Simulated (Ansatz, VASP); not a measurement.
**MgB2: VASP beside Ansatz**

```
CELL_PARAMETERS angstrom
3.08500 0.00000 0.00000
-1.54250 2.67169 0.00000
0.00000 0.00000 3.45254
ATOMIC_POSITIONS crystal
Mg 0.00000 0.00000 0.00000
B 0.33333 0.66667 0.50000
B 0.66667 0.33333 0.50000
```

Change from the starting cell: zz strain of -2 %.

Alike in both runs: task single point; functional PBE; k mesh 12 × 12 × 9; occupations fermi-dirac, width 0.05 eV; no spin polarisation.

|  | VASP | Ansatz |
| --- | --- | --- |
| version | VASP 6.6.1 | Ansatz 0.2.0 |
| potentials or method | VASP PAW PBE potentials, release 64 (Mg, B), cutoff 520 eV | all-electron LAPW, scalar-relativistic |

|  | VASP | Ansatz | Ansatz less VASP |
| --- | --- | --- | --- |
| pressure (GPa) | 1.0 | 1.2 | +0.21 |
| largest component of the traceless stress (GPa) | 3.70 | 3.86 | +0.158 |

Ansatz ran all-electron here, so the differences hold the error of VASP's frozen core and of both bases.
